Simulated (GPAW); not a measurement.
NiO, 2 atoms in the cell. The structure is cubic, space group Fm-3m (No. 225). The conventional cell has a = 4.172 Å, b = 4.172 Å, c = 4.172 Å, α = 90.00°, β = 90.00°, γ = 90.00°. Ni (site symmetry m-3m) is surrounded by 6 O at 2.09 Å. O (site symmetry m-3m) is surrounded by 6 Ni at 2.09 Å. 

| Item | Value |
| --- | --- |
| Program | GPAW 26.7.0 |
| Task | band structure |
| Functional | PW91 |
| Potentials or basis | PAW data sets generated in the run's folder for this functional |
| Cutoff | 800 eV |
| Basis | pw |
| k mesh | 8 × 8 × 8 |
| Occupations | fermi-dirac, width 0.05 eV |
| Spin | collinear spin, ferromagnetic start |
| Starting moments | [1.0, 0.0] μB |
| Maxiter | 150 |
| Band path | GXWKGLUWLK,UX |
| Band points | 60 |

Potentials or basis: PAW data sets generated in the run's folder for this functional, pw.

Command:

```sh
$ gpaw-setup -f GGA_X_PW91+GGA_C_PW91 Ni O
$ OMP_NUM_THREADS=1 python run.py
```

Hardware: 1 thread of AMD EPYC 7B13 (Zen 3) (shared host).

Problem. Estimate the wall time of this run.

Solution. It took 51 s on 1 thread of AMD EPYC 7B13 (Zen 3) (shared host), peak memory 0.26 GiB. Counts: scf iterations 25, plane waves 950, bands 22, k points 29.
